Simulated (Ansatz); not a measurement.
# C5H5N: structure from calculated spectroscopic constants

These gas-phase data were calculated for one isomer of C5H5N at PBE-D3(BJ)/def2-SVP (harmonic, unscaled wavenumbers; equilibrium rotational constants with average atomic masses):

- rotational constants: 4.698, 3.606, 2.04 GHz
- all wavenumbers above 1500 cm⁻¹: 3206, 3189, 3102, 3095, 3083, 2275, 1653, 1599

Candidates:

(1) `C=CC(=C)C#N`, a singlet
(2) `c1ccncc1`, a singlet
(3) `N=C1C=CC=C1`, a singlet

Question: Which candidate do the data belong to?

Answer: Candidate (1). No mode falls between 3250 and 3800 cm⁻¹, where the N–H stretch of (3) would stand. The band at 2275 cm⁻¹ lies where the C≡N stretch is expected; (2) has no mode between 2050 and 2420 cm⁻¹.

The same quantities for all candidates:

```tsv
	rotational constants (GHz)	wavenumbers above 1500 cm⁻¹	E above the lowest, PBE-D3(BJ)/def2-SVP (kcal/mol)
(1)	4.698, 3.606, 2.04	3206, 3189, 3102, 3095, 3083, 2275, 1653, 1599	37.8
(2)	5.961, 5.736, 2.923	3137, 3130, 3115, 3078, 3074, 1596, 1593	0.0
(3)	8.118, 3.847, 2.61	3329, 3191, 3172, 3156, 3143, 1672, 1604, 1532	32.9
```

Each candidate is one conformer. Programs: Ansatz 0.2.0.
